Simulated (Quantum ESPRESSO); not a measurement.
## Si: Wannier functions under several settings

```
CELL_PARAMETERS angstrom
2.53211 0.00000 0.00000
0.00000 2.53211 0.00000
0.00000 0.00000 2.53211
ATOMIC_POSITIONS crystal
Si 0.50000 0.50000 0.50000
```

The cell was built by a generator and needn't be a form met in nature.

All runs used Quantum ESPRESSO 7.5; potentials GBRV 1.5 PBE; k mesh 10 × 10 × 10; given cell; no spin polarisation; cutoff 612 eV; occupations fermi-dirac, width 0.05 eV.

```tsv
level	start	Wannier mesh	spread a function (Å²)	RMS miss of the bands (meV)
PBE	atomic projections with disentanglement	6 × 6 × 6	1.56	157
PBE	atomic projections with disentanglement, not minimised	6 × 6 × 6	?	?
PBE	SCDM with an erfc weight	6 × 6 × 6	3.80	256
```

Task: What stands in the row left open?

Result: Spread a function 1.58 Å²; RMS miss of the bands 166 meV.
